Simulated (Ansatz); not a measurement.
Results of r²SCAN+SOC (plane waves, PAW; Ansatz, a first-principles code) for cubic perovskite LaAlO3 (cubic high-temperature phase).

Run with plane-wave cutoff 560 eV, 10×10×10 k mesh, Fermi–Dirac smearing 0.01 eV, PAW data made under PBE.

Results at a series of volumes:

| V (Å³/atom) | E − E_lowest (meV/atom) | P (GPa) |
|---|---|---|
| 10.209 | 28.85 | 14.95 |
| 10.426 | 12.38 | 9.44 |
| 10.643 | 2.99 | 4.48 |
| 10.860 | 0.00 | 0.01 |
| 11.078 | 2.76 | -4.01 |
| 11.295 | 10.71 | -7.65 |
| 11.512 | 23.32 | -10.92 |

### Question
Estimate the bulk modulus from the pressures at 10.643 and 11.078 Å³/atom, and compare it with a fit to all energies.

### Answer
B = −V dP/dV. Between V = 10.643 and 11.078 Å³/atom, dP/dV = (-4.01 − (4.48))/(11.078 − 10.643) = -19.5 GPa per Å³/atom; at the midpoint 10.861 Å³/atom this gives B ≈ 212 GPa. The third-order Birch–Murnaghan fit gives V0 = 10.861 Å³/atom, B0 = 212 GPa, B′ = 4.2, which lies within 1 % of that estimate.

Measured, for comparison: bulk modulus 215 ± 4 GPa (room temperature, no zero-point or thermal correction, cubic phase above 14 GPa, extrapolated to zero pressure; as tabulated in Guennou et al. (2011), arXiv:1105.1276). Computed (rounded) less measured: bulk modulus -1 % (inside the measured uncertainty).

Note: the relaxation could not lower the start's symmetry, so the cell can be a saddle point above a distorted one.

Computed values are for the static lattice.
